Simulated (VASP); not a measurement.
# Y (P6_3/mmc) in VASP: settings compared

The runs below take Y through single point, with PBEsol, r2SCAN.

All numbers are computed with VASP 6.6.1; they aren't measurements. Logs are shortened: lines on timing, memory, paths and dates and some standing lists are left out, and cuts for length are marked.

### 1 The structure

Symmetry: P6_3/mmc, No. 194, hexagonal system. The conventional cell has a = 3.595 Å, b = 3.595 Å, c = 5.579 Å, α = 90.00°, β = 90.00°, γ = 120.00°. Around Y (site symmetry -6m2) lie 12 Y at 3.48 to 3.60 Å.

### 2 Single point, PBEsol

File INCAR:

```
SYSTEM = Y
ALGO = Normal
EDIFF = 1E-7
ENCUT = 700
GGA = PS
ISIF = 2
ISMEAR = 0
LASPH = .TRUE.
LCHARG = .FALSE.
LREAL = .FALSE.
LWAVE = .FALSE.
NBANDS = 18
NELM = 100
PREC = Accurate
SIGMA = 0.1
```

File KPOINTS:

```
k-points
0
G
  15 15 8
  0 0 0
```

File POSCAR:

```
Y
1.0
    3.5951100000      0.0000000000      0.0000000000
   -1.7975500000      3.1134500000      0.0000000000
    0.0000000000      0.0000000000      5.5790000000
Y
2
Direct
    0.3333300000      0.6666700000      0.2500000000
    0.6666700000      0.3333300000      0.7500000000
```

Potentials or basis: VASP PAW PBE potentials, release 64 (Y_sv).

The run is started by

```sh
$ cat potpaw_PBE.64/Y_sv/POTCAR > POTCAR
$ mpirun -np 1 vasp_std > vasp.out
```

OUTCAR:

```text
SYSTEM = Y
   EDIFF = 1E-7
   ENCUT = 700
   GGA = PS
   ISIF = 2
   ISMEAR = 0
   LASPH = .TRUE.
   LREAL = .FALSE.
   NELM = 100
   PREC = Accurate

 ion  position               nearest neighbor table
   1  0.333  0.667  0.250-   2 3.48   2 3.48   2 3.48   2 3.48   2 3.48   2 3.48
   2  0.667  0.333  0.750-   1 3.48   1 3.48   1 3.48   1 3.48   1 3.48   1 3.48

  LATTYP: Found a hexagonal cell.
 ALAT       =     3.5951100000
 C/A-ratio  =     1.5518301248

  Lattice vectors:

 A1 = (   3.5951100000,   0.0000000000,   0.0000000000)
 A2 = (  -1.7975500000,   3.1134500000,   0.0000000000)
 A3 = (   0.0000000000,   0.0000000000,   5.5790000000)

Analysis of symmetry for initial positions (statically):
=====================================================================
 Subroutine PRICEL returns:
 Original cell was already a primitive cell.

 Routine SETGRP: Setting up the symmetry group for a
 hexagonal supercell.

 Subroutine GETGRP returns: Found  8 space group operations
 (whereof  4 operations were pure point group operations)
 out of a pool of 24 trial point group operations.

The static configuration has the point symmetry C_2h.
 The point group associated with its full space group is D_2h.

Analysis of symmetry for dynamics (positions and initial velocities):
=====================================================================
 Subroutine PRICEL returns:
 Original cell was already a primitive cell.

 Routine SETGRP: Setting up the symmetry group for a
 hexagonal supercell.

 Subroutine GETGRP returns: Found  8 space group operations
 (whereof  4 operations were pure point group operations)
 out of a pool of 24 trial point group operations.

The dynamic configuration has the point symmetry C_2h.
 The point group associated with its full space group is D_2h.

 Subroutine INISYM returns: Found  8 space group operations
 (whereof  4 operations are pure point group operations),
 and found     1 'primitive' translations

----------------------------------------------------------------------------------------

                                     Primitive cell

  volume of cell :      62.4468

  direct lattice vectors                    reciprocal lattice vectors
     3.595110000  0.000000000  0.000000000     0.278155606  0.160593107  0.000000000
    -1.797550000  3.113450000  0.000000000     0.000000000  0.321187108  0.000000000
     0.000000000  0.000000000  5.579000000     0.000000000  0.000000000  0.179243592

  length of vectors
[... 75 lines left out ...]
   ICHARG =      2    charge: 1-file 2-atom 10-const
   ISPIN  =      1    spin polarized calculation?
   LNONCOLLINEAR =      F non collinear calculations
   LSORBIT =      F    spin-orbit coupling
   LASPH  =      T    aspherical Exc in radial PAW
   ENCUT  =  700.0 eV  51.45 Ry    7.17 a.u.   7.76  7.76 12.04*2*pi/ulx,y,z
   NELM   =    100;   NELMIN=  2; NELMDL= -5     # of ELM steps
   EDIFF  = 0.1E-06   stopping-criterion for ELM
   LREAL  =      F    real-space projection
   EDIFFG = 0.1E-05   stopping-criterion for IOM
   NSW    =      0    number of steps for IOM
   IBRION =     -1    ionic relax: 0-MD 1-quasi-New 2-CG
   NFREE  =      0    steps in history (QN), initial steepest desc. (CG)
   ISIF   =      2    stress and relaxation
   ISYM   =      2    0-nonsym 1-usesym 2-fastsym
   POTIM  = 0.5000    time-step for ionic-motion
   TEBEG  =    0.0;   TEEND  =   0.0 temperature during run
   PSTRESS=    0.0 pullay stress
   NELECT =      22.0000    total number of electrons
   NUPDOWN=      -1.0000    fix difference up-down
   EMIN   =  10.00;   EMAX   =-10.00  energy-range for DOS
   EFERMI =   0.00;   METHOD = LEGACY
   ISMEAR =     0;   SIGMA  =   0.10  broadening in eV -4-tet -1-fermi 0-gaus
   EFERMI_NEDOS =   21; number of points for ismear=-14 and -15
   IALGO  =     38    algorithm
   IMIX   =      4    mixing-type and parameters
     AMIX     =   0.40;   BMIX     =  1.00
     AMIX_MAG =   1.60;   BMIX_MAG =  1.00
  volume/ion in A,a.u.               =      31.22       210.71
  Fermi-wavevector in a.u.,A,eV,Ry     =   1.156234  2.184965 18.189303  1.336876
  Thomas-Fermi vector in A             =   2.292855
   LORBIT       =      0    0 simple, 1 ext, 2 COOP (PROOUT), +10 PAW based schemes
   GGA     = PS    functional components
   LHFCALC =     F    Hartree Fock is set to
   AEXX    =    0.0000 exact exchange contribution
   IVDW    =     0    specifies the selected vdW correction
   LEPSILON=     F    determine dielectric tensor
   LRPA    =     F    only Hartree local field effects (RPA)
 non-spin polarized calculation
 Gauss-broadening in eV      SIGMA  =   0.10
  energy-cutoff  :      700.00
  volume of cell :       62.45
 maximum number of plane-waves:      2659
   NGX = 15   NGY = 15   NGZ = 25

 number of electron      22.0000000 magnetization

 Free energy of the ion-electron system (eV)
  ---------------------------------------------------
  ext. energy  EPLUGINS =         0.00000000
  ---------------------------------------------------
  free energy    TOTEN  =       -13.64943421 eV

  energy without entropy =      -13.63209702  energy(sigma->0) =      -13.64076562

 E-fermi :   3.1254     XC(G=0):  -9.7330

 val. band max:        3.1142140644   @ k =   0.4000   0.0667   0.2500
 cond. band min:       3.1366785954   @ k =  -0.2667   0.2000   0.3750
 fundamental gap:      0.0224645310
 Fermi energy:         3.1254498325

 k-point     1 :       0.0000    0.0000    0.0000
  band No.  band energies     occupation
      1     -39.3450      2.00000
      2     -39.2488      2.00000
      3     -19.7180      2.00000
      4     -19.1503      2.00000
      5     -19.1503      2.00000
      6     -19.0388      2.00000
[... 481 lines left out ...]
      5     -19.3358      2.00000
      6     -19.2404      2.00000
[... 10 lines left out ...]
     17       6.8407      0.00000
     18       7.3640      0.00000

 [... further k-points ...]
[... 5 lines left out ...]
  --------------------------------------------------------------------------------------
  -------------------------------------------------------------------------------------
  Total       -0.0011097     -0.0005783     -0.0094726      0.0004602      0.0000000      0.0000000
  in kB       -0.0284719     -0.0148385     -0.2430346      0.0118068      0.0000000      0.0000000
  external PRESSURE =      -0.0954483 kB  Pullay stress =       0.0000000 kB

 VOLUME and BASIS-vectors are now :
 -----------------------------------------------------------------------------
  energy-cutoff  :      700.00
  volume of cell :       62.45
      direct lattice vectors                 reciprocal lattice vectors
     3.595110000  0.000000000  0.000000000     0.278155606  0.160593107  0.000000000
    -1.797550000  3.113450000  0.000000000     0.000000000  0.321187108  0.000000000
     0.000000000  0.000000000  5.579000000     0.000000000  0.000000000  0.179243592

 POSITION                                       TOTAL-FORCE (eV/Angst)
 -----------------------------------------------------------------------------------
     -0.00001      2.07564      1.39475         0.000049     -0.000028     -0.000000
      1.79757      1.03781      4.18425        -0.000049      0.000028      0.000000
 -----------------------------------------------------------------------------------
    total drift:                                0.000000      0.000000      0.000000

  FREE ENERGIE OF THE ION-ELECTRON SYSTEM (eV)
  ---------------------------------------------------
  free  energy   TOTEN  =       -13.6494342123 eV

  energy  without entropy=      -13.6320970244  energy(sigma->0) =      -13.64076562
```

OSZICAR:

```text
N       E                     dE             d eps       ncg     rms          rms(c)
DAV:   1     0.101523211900E+03    0.10152E+03   -0.13109E+04 11520   0.144E+03
DAV:   2    -0.599450453163E+01   -0.10752E+03   -0.10588E+03 14142   0.299E+02
DAV:   3    -0.138497229240E+02   -0.78552E+01   -0.77674E+01 20158   0.478E+01
DAV:   4    -0.140772885400E+02   -0.22757E+00   -0.22736E+00 14090   0.833E+00
DAV:   5    -0.140830435366E+02   -0.57550E-02   -0.57530E-02 16916   0.982E-01    0.342E+01
DAV:   6    -0.137229345535E+02    0.36011E+00   -0.44528E-01 12650   0.405E+00    0.211E+01
DAV:   7    -0.136626360958E+02    0.60298E-01   -0.86902E-01 15650   0.514E+00    0.183E+00
DAV:   8    -0.136498633562E+02    0.12773E-01   -0.15020E-01 14232   0.225E+00    0.847E-01
DAV:   9    -0.136493844518E+02    0.47890E-03   -0.44401E-03 15104   0.409E-01    0.342E-01
DAV:  10    -0.136494508854E+02   -0.66434E-04   -0.12504E-03 12866   0.304E-01    0.182E-01
DAV:  11    -0.136494365533E+02    0.14332E-04   -0.69547E-05 17248   0.631E-02    0.212E-02
DAV:  12    -0.136494330010E+02    0.35523E-05   -0.17294E-05 13120   0.352E-02    0.229E-02
DAV:  13    -0.136494341048E+02   -0.11039E-05   -0.40525E-06 12670   0.182E-02    0.271E-03
DAV:  14    -0.136494342988E+02   -0.19400E-06   -0.22319E-07 13822   0.306E-03    0.855E-04
DAV:  15    -0.136494342123E+02    0.86563E-07   -0.19133E-08  7022   0.122E-03
   1 F= -.13649434E+02 E0= -.13640766E+02  d E =-.173372E-01
```

It took 2.9 min on 1 thread of Intel Xeon 6975P-C (Granite Rapids), shared host; peak memory 0.62 GiB.

What came out:

```
Free energy            : -13.6494 eV
Pressure               : 0.0 GPa
Band gap on the k mesh : none (metal or under the smearing width)
```

Levels at points of the mesh, in eV from the Fermi level:
| k point | band 8 | band 9 | band 10 | band 11 | band 12 | band 13 | band 14 | band 15 |
| --- | --- | --- | --- | --- | --- | --- | --- | --- |
| (0.00, 0.00, 0.00) | -22.12 | -4.77 | -1.93 | 1.14 | 1.77 | 1.77 | 2.19 | 2.44 |
| (0.00, 0.00, 0.50) | -22.22 | -3.25 | -3.25 | 1.02 | 1.02 | 1.67 | 1.67 | 1.67 |

Caveat: the PAW data sets were made with another functional, which shifts forces and pressure a little.

### 3 Single point, PBEsol

Edit INCAR of step 2 so:

```diff
@@ -3,3 +3,3 @@
 EDIFF = 1E-7
-ENCUT = 700
+ENCUT = 520
 GGA = PS
```

File KPOINTS:

```
k-points
0
G
  21 21 12
  0 0 0
```

POSCAR is that of step 2.

Potentials or basis: VASP PAW PBE potentials, release 64 (Y_sv).

The run is started by

```sh
$ cat potpaw_PBE.64/Y_sv/POTCAR > POTCAR
$ mpirun -np 1 vasp_std > vasp.out
```

OUTCAR:

```text
SYSTEM = Y
   EDIFF = 1E-7
   ENCUT = 520
   GGA = PS
   ISIF = 2
   ISMEAR = 0
   LASPH = .TRUE.
   LREAL = .FALSE.
   NELM = 100
   PREC = Accurate

 ion  position               nearest neighbor table
   1  0.333  0.667  0.250-   2 3.48   2 3.48   2 3.48   2 3.48   2 3.48   2 3.48
   2  0.667  0.333  0.750-   1 3.48   1 3.48   1 3.48   1 3.48   1 3.48   1 3.48

  LATTYP: Found a hexagonal cell.
 ALAT       =     3.5951100000
 C/A-ratio  =     1.5518301248

  Lattice vectors:

 A1 = (   3.5951100000,   0.0000000000,   0.0000000000)
 A2 = (  -1.7975500000,   3.1134500000,   0.0000000000)
 A3 = (   0.0000000000,   0.0000000000,   5.5790000000)

Analysis of symmetry for initial positions (statically):
=====================================================================
 Subroutine PRICEL returns:
 Original cell was already a primitive cell.

 Routine SETGRP: Setting up the symmetry group for a
 hexagonal supercell.

 Subroutine GETGRP returns: Found  8 space group operations
 (whereof  4 operations were pure point group operations)
 out of a pool of 24 trial point group operations.

The static configuration has the point symmetry C_2h.
 The point group associated with its full space group is D_2h.

Analysis of symmetry for dynamics (positions and initial velocities):
=====================================================================
 Subroutine PRICEL returns:
 Original cell was already a primitive cell.

 Routine SETGRP: Setting up the symmetry group for a
 hexagonal supercell.

 Subroutine GETGRP returns: Found  8 space group operations
 (whereof  4 operations were pure point group operations)
 out of a pool of 24 trial point group operations.

The dynamic configuration has the point symmetry C_2h.
 The point group associated with its full space group is D_2h.

 Subroutine INISYM returns: Found  8 space group operations
 (whereof  4 operations are pure point group operations),
 and found     1 'primitive' translations

[... 107 lines left out ...]
   EMIN   =  10.00;   EMAX   =-10.00  energy-range for DOS
   EFERMI =   0.00;   METHOD = LEGACY
   ISMEAR =     0;   SIGMA  =   0.10  broadening in eV -4-tet -1-fermi 0-gaus
   EFERMI_NEDOS =   21; number of points for ismear=-14 and -15
   IALGO  =     38    algorithm
   IMIX   =      4    mixing-type and parameters
     AMIX     =   0.40;   BMIX     =  1.00
     AMIX_MAG =   1.60;   BMIX_MAG =  1.00
  volume/ion in A,a.u.               =      31.22       210.71
  Fermi-wavevector in a.u.,A,eV,Ry     =   1.156234  2.184965 18.189303  1.336876
  Thomas-Fermi vector in A             =   2.292855
   LORBIT       =      0    0 simple, 1 ext, 2 COOP (PROOUT), +10 PAW based schemes
   GGA     = PS    functional components
   LHFCALC =     F    Hartree Fock is set to
   AEXX    =    0.0000 exact exchange contribution
   IVDW    =     0    specifies the selected vdW correction
   LEPSILON=     F    determine dielectric tensor
   LRPA    =     F    only Hartree local field effects (RPA)
 non-spin polarized calculation
 Gauss-broadening in eV      SIGMA  =   0.10
  energy-cutoff  :      520.00
  volume of cell :       62.45
 maximum number of plane-waves:      1713
   NGX = 13   NGY = 13   NGZ = 21

 number of electron      22.0000002 magnetization

 Free energy of the ion-electron system (eV)
  ---------------------------------------------------
  ext. energy  EPLUGINS =         0.00000000
  ---------------------------------------------------
  free energy    TOTEN  =       -13.64819824 eV

  energy without entropy =      -13.62895120  energy(sigma->0) =      -13.63857472

 E-fermi :   3.1287     XC(G=0):  -9.7332

 val. band max:        3.1283634458   @ k =   0.3810   0.2381   0.4167
 cond. band min:       3.1307601436   @ k =  -0.3810   0.2381   0.4167
 fundamental gap:      0.0023966978
 Fermi energy:         3.1287371898

 k-point     1 :       0.0000    0.0000    0.0000
  band No.  band energies     occupation
      1     -39.3455      2.00000
      2     -39.2493      2.00000
      3     -19.7186      2.00000
      4     -19.1507      2.00000
      5     -19.1507      2.00000
      6     -19.0392      2.00000
[... 481 lines left out ...]
      5     -19.1775      2.00000
      6     -19.1031      2.00000
[... 10 lines left out ...]
     17       5.7449      0.00000
     18       5.9057      0.00000

 [... further k-points ...]
[... 5 lines left out ...]
  --------------------------------------------------------------------------------------
  -------------------------------------------------------------------------------------
  Total        0.0028082      0.0028651      0.0074866      0.0000493      0.0000000      0.0000000
  in kB        0.0720494      0.0735098      0.1920820      0.0012652      0.0000000      0.0000000
  external PRESSURE =       0.1125471 kB  Pullay stress =       0.0000000 kB

 VOLUME and BASIS-vectors are now :
 -----------------------------------------------------------------------------
  energy-cutoff  :      520.00
  volume of cell :       62.45
      direct lattice vectors                 reciprocal lattice vectors
     3.595110000  0.000000000  0.000000000     0.278155606  0.160593107  0.000000000
    -1.797550000  3.113450000  0.000000000     0.000000000  0.321187108  0.000000000
     0.000000000  0.000000000  5.579000000     0.000000000  0.000000000  0.179243592

 POSITION                                       TOTAL-FORCE (eV/Angst)
 -----------------------------------------------------------------------------------
     -0.00001      2.07564      1.39475         0.000045     -0.000026      0.000000
      1.79757      1.03781      4.18425        -0.000045      0.000026     -0.000000
 -----------------------------------------------------------------------------------
    total drift:                                0.000000      0.000000      0.000000

  FREE ENERGIE OF THE ION-ELECTRON SYSTEM (eV)
  ---------------------------------------------------
  free  energy   TOTEN  =       -13.6481982407 eV

  energy  without entropy=      -13.6289512027  energy(sigma->0) =      -13.63857472
```

stdout:

```text
POSCAR found type information on POSCAR Y
 POSCAR found :  1 types and       2 ions
 scaLAPACK will be used
 -----------------------------------------------------------------------------
|                                                                             |
|                                                                             |
|     You enforced a specific xc type in the INCAR file but a different       |
|     I HOPE YOU KNOW WHAT YOU ARE DOING!                                     |
|                                                                             |
 -----------------------------------------------------------------------------

 LDA part: xc-table for (Slater+PW92), standard interpolation
 POSCAR, INCAR and KPOINTS ok, starting setup
 FFT: planning ... GRIDC
 FFT: planning ... GRID_SOFT
 FFT: planning ... GRID
 WAVECAR not read
 entering main loop
```

It took 6.2 min on 1 thread of Intel Xeon 6975P-C (Granite Rapids), shared host; peak memory 0.89 GiB.

What came out:

| Property | Result |
| --- | --- |
| Free energy | -13.6482 eV |
| Pressure | 0.0 GPa |
| Band gap on the k mesh | none (metal or under the smearing width) |

Caveat: the PAW data sets were made with another functional, which shifts forces and pressure a little.

[end of part 1 of 2]
